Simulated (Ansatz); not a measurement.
MgI₂ built on the CdCl2 prototype, relaxed with r2SCAN+rVV10 in the plane-wave code Ansatz. Space group R-3m (No. 166), trigonal; conventional cell a = 4.157 Å, c = 20.677 Å, 34.39 Å³ an atom. Mg has 6 I at 2.92 Å; I has 3 Mg at 2.92 Å.

The axes x, y and z are those of this cell:
```yaml
crystal:
  lattice:
    - [2.07868, 1.20013, 6.89234]
    - [-2.07868, 1.20013, 6.89234]
    - [0.00000, -2.40025, 6.89234]
  atoms:
    - { symbol: Mg, position: [0.00000, 0.00000, 0.00000] }
    - { symbol: I, position: [0.25269, 0.25269, 0.25269] }
    - { symbol: I, position: [0.74731, 0.74731, 0.74731] }
```

Unstrained: PBE gives an indirect gap of 3.268 eV, from Γ to F; the least direct gap is 3.678 eV at F. The r2SCAN gap is indirect, 3.846 eV (Γ to F), below the direct gap of 4.273 eV at F. Meshes: PBE 8×8×8, r2SCAN 8×8×8. Strains are changes of length per length. After each strain the atoms were relaxed again with r2SCAN+rVV10 within the symmetry that the strain leaves, so tilts or polar shifts that break it weren't tested; points keep the names that they have in the unstrained zone. Simulation only: spin-unpolarised, and no claim that this is the phase found in nature.

Q: Apply isotropic +0.31 % on every length. How far does the gap move, against the unstrained cell?

A: PBE: the gap goes from 3.268 to 3.275 eV (+0.007 eV). r2SCAN: the gap goes from 3.846 to 3.853 eV (+0.007 eV).

No spin-orbit coupling is included; it can move band edges with weight on the heavy atoms by tenths of an eV.
